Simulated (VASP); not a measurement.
Here is a VASP 6.6.1 calculation.

The input INCAR:

```
ALGO = Fast ; EDIFF = 1E-7
EDIFFG = -0.002 ; ENCUT = 700
GGA = PE ; IBRION = 2
ISIF = 3 ; ISMEAR = 0
LASPH = T ; LCHARG = F
LREAL = F ; LWAVE = F
NELM = 100 ; NSW = 80
PREC = Accurate ; SIGMA = 0.02
```

The input KPOINTS:

```
k-points
0
Gamma
  8 8 8
```

File POSCAR:

```
CdTe
1.0
    0.0000000000      3.2050000000      3.2050000000
    3.2050000000      0.0000000000      3.2050000000
    3.2050000000      3.2050000000      0.0000000000
Cd Te
1 1
Direct
    0.0000000000      0.0000000000      0.0000000000
    0.2500000000      0.2500000000      0.2500000000
```

Potentials or basis: VASP PAW PBE potentials, release 64 (Cd, Te).

The run is started by

```console
$ cat potpaw_PBE.64/Cd/POTCAR potpaw_PBE.64/Te/POTCAR > POTCAR
$ mpirun -np 1 vasp_std > vasp.out
```

Task: Predict the relaxed cell.

Result: a = 4.682 Å, b = 4.682 Å, c = 4.682 Å, α = 60.00°, β = 60.00°, γ = 60.00°.

Task: Estimate the relaxed volume.

Result: 36.30 Å³/atom.

Task: Predict the space group after relaxing (to 0.05 Å).

Result: F-43m (No. 216).

Task: Predict the band gap on the k mesh.

Result: 0.58 eV, direct.

Step by step:
```
step  energy change (eV)  largest force (eV/Å)  pressure (GPa)  volume (Å³)
   1              0.0000                0.0000            4.38        65.84
   2             -0.0777                0.0000           -0.97        74.81
   3             -0.0845                0.0000            0.01        72.60
```

Caveat: spin-orbit coupling is left out, which moves the levels of the heavy elements; the volume moved by +10 % from the deposited cell, more than functionals usually miss. PBE usually gives volumes a little too large and moduli too small.
